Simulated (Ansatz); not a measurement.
# An O vacancy and an O vacancy in alpha-quartz SiO2, 16 atoms, charge 0

Which settings matter for this cell? A base run comes first, then runs with one to three settings changed.

All numbers are computed with Ansatz 0.2.0 (PAW, plane waves).

2 further runs of the same task are left out: 2 that didn't finish.

### Step 1. Starting point

16 atoms (6 Si, 10 O); a = 9.902 Å, b = 4.951 Å, c = 5.443 Å, α = 90.00°, β = 90.00°, γ = 120.00°. All atoms were shaken off their sites by about 0.10 Å along each axis. Defect site 1: (0.573, 0.734, 0.453). Defect site 2: (0.706, 0.266, 0.214). Starting moments add up to 2 μB.

### Step 2. PBEsol on the given atoms

File in.yaml:

```yaml
crystal:
  lattice:
    - [9.901639, 0.000000, 0.000000]
    - [-2.475410, 4.287535, 0.000000]
    - [0.000000, 0.000000, 5.442940]
  atoms:
    - { symbol: Si, position: [0.243517, 0.980703, 0.353741] }
    - { symbol: Si, position: [0.715818, 0.981503, 0.340556], spin: 0.667 }
    - { symbol: Si, position: [0.997592, 0.452694, 0.710497] }
    - { symbol: Si, position: [0.485138, 0.486050, 0.695992], spin: 0.667 }
    - { symbol: Si, position: [0.255457, 0.534257, 0.972515] }
    - { symbol: Si, position: [0.742756, 0.528048, 0.020821], spin: 0.667 }
    - { symbol: O, position: [0.213367, 0.254349, 0.199800] }
    - { symbol: O, position: [0.371362, 0.093402, 0.541735] }
    - { symbol: O, position: [0.863232, 0.143534, 0.551104] }
    - { symbol: O, position: [0.431477, 0.570486, 0.850381] }
    - { symbol: O, position: [0.939165, 0.611548, 0.877504] }
    - { symbol: O, position: [0.143312, 0.426370, 0.794350] }
    - { symbol: O, position: [0.630553, 0.408039, 0.777845] }
    - { symbol: O, position: [0.048682, 0.711343, 0.445583] }
    - { symbol: O, position: [0.300868, 0.877583, 0.114477] }
    - { symbol: O, position: [0.797970, 0.851334, 0.101203] }
kpoints:
  mp_grid: { grid: [2, 2, 2], shift: [0.5, 0.5, 0.5] }
hamiltonian:
  xc: pbesol
magnetization:
  spin_polarized: true
scf:
  occupations: { method: fermi_dirac, width: 0.01 }
output:
  forces: true
  eigenvalues: true
  stress: true
  populations: true
```

On the command line:

```
$ ansatz run in.yaml --threads 7 --pin off --max-ram 13300MiB --runs-dir r --events-out ev --progress --plain
```

### Step 3. Run again with mixer broyden, accuracy high

in.yaml: that of step 2 with these lines changed.

```diff
@@ -1 +1,2 @@
+accuracy: high
 crystal:
@@ -30,2 +31,4 @@
   occupations: { method: fermi_dirac, width: 0.01 }
+  max_iter: 70
+  mixing: { algorithm: broyden }
 output:
@@ -34,2 +37 @@
   stress: true
-  populations: true
```

### Step 4. Variant: xc grid 3, 60 extra bands, mixing beta 0.1

in.yaml: that of step 3 with these lines changed.

```diff
@@ -1,2 +1 @@
-accuracy: high
 crystal:
@@ -25,2 +24,3 @@
   mp_grid: { grid: [2, 2, 2], shift: [0.5, 0.5, 0.5] }
+basis: { xc_grid: 3 }
 hamiltonian:
@@ -31,4 +31,5 @@
   occupations: { method: fermi_dirac, width: 0.01 }
-  max_iter: 70
-  mixing: { algorithm: broyden }
+  max_iter: 50
+  n_extra_bands: 60
+  mixing: { beta: 0.1 }
 output:
```

### Step 5. Changed settings: dispersion D3(BJ)

in.yaml: that of step 4 with these lines changed.

```diff
@@ -24,5 +24,5 @@
   mp_grid: { grid: [2, 2, 2], shift: [0.5, 0.5, 0.5] }
-basis: { xc_grid: 3 }
 hamiltonian:
   xc: pbesol
+  dispersion: d3bj
 magnetization:
@@ -32,4 +32,2 @@
   max_iter: 50
-  n_extra_bands: 60
-  mixing: { beta: 0.1 }
 output:
```

### Step 6. Changed settings: density cutoff ratio 3, smearing width 0.1 eV, charge changed by -2

in.yaml: that of step 5 with these lines changed.

```diff
@@ -24,5 +24,6 @@
   mp_grid: { grid: [2, 2, 2], shift: [0.5, 0.5, 0.5] }
+basis: { ecutrho_ratio: 3 }
 hamiltonian:
   xc: pbesol
-  dispersion: d3bj
+total_charge: -2
 magnetization:
@@ -30,3 +31,3 @@
 scf:
-  occupations: { method: fermi_dirac, width: 0.01 }
+  occupations: { method: fermi_dirac, width: 0.1 }
   max_iter: 50
```

What does the calculation give? Wanted: for each run, settings; status; energy from base; forces from base.

The runs gave:

| settings | status | cycles | time | energy from base (meV/atom) | forces from base (eV/Å rms) | filled to empty level on the mesh (eV) |
| --- | --- | --- | --- | --- | --- | --- |
| base | converged | 17 | 3.7 s (7 CPU threads) | 0 | 0 | 1.46 |
| mixer broyden, accuracy high | converged | 18 | 3.6 s (7 CPU threads) | 0.0 | 0.000 | 1.46 |
| xc grid 3, 60 extra bands, mixing beta 0.1 | converged | 21 | 5.6 s (7 CPU threads) | 0.0 | 0.000 | 1.46 |
| dispersion D3(BJ) | converged | 17 | 3.4 s (7 CPU threads) | - | 0.014 | 1.46 |
| density cutoff ratio 3, smearing width 0.1 eV, charge changed by -2 | converged, settings too loose | 16 | 3.1 s (7 CPU threads) | - | 1.117 | - |

**Reading.** Among these variants the forces move most with density cutoff ratio 3, smearing width 0.1 eV, charge changed by -2 (1.117 eV/Å rms).
